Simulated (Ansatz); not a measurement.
## TePb: changes ranked by their effect on the gap on the k mesh

```yaml
crystal:
  lattice:
    - [0.00000, 3.22700, 3.22700]
    - [3.22700, 0.00000, 3.22700]
    - [3.22700, 3.22700, 0.00000]
  atoms:
    - { symbol: Te, position: [0.50000, 0.50000, 0.50000] }
    - { symbol: Pb, position: [0.00000, 0.00000, 0.00000] }
```

Atoms are numbered in the order listed.

Conventional cell: a = 6.454 Å, b = 6.454 Å, c = 6.454 Å, α = 90.00°, β = 90.00°, γ = 90.00°. Te (atom 1) has 6 Pb at 3.23 Å as nearest neighbours. Pb (atom 2) is surrounded by 6 Te at 3.23 Å.

The cell is COD entry 9008696, as deposited and not checked against the literature; nothing was relaxed.

Computed with DFT, PBE, all-electron LAPW, scalar-relativistic in Ansatz 0.2.0.

Settings: a Γ-centred 10×10×10 k mesh, Fermi–Dirac smearing of 0.03 eV, basis error target 0.5 meV/atom, no spin polarisation.

Spin–orbit coupling is off unless a change turns it on.

Spin–orbit coupling changes the gaps of such heavy atoms strongly.

In this reference run the gap on the k mesh is 0.72 eV. Each change below is made alone, on the same k mesh, with fractional coordinates held unless an atom is moved; x, y and z are the Cartesian axes.

Q: Order the changes by the shift of the gap on the k mesh, most negative first.
A. x and y strained by -3 %, z held
B. volume scaled by 1.05
C. equal xy, yz and zx engineering shear strains of +3 %
D. volume scaled by 1.025
E. functional pbesol
F. spin-orbit coupling on

A: F (-0.62 eV), C (-0.33 eV), A (-0.20 eV), E (-0.07 eV), D (+0.05 eV), B (+0.10 eV).
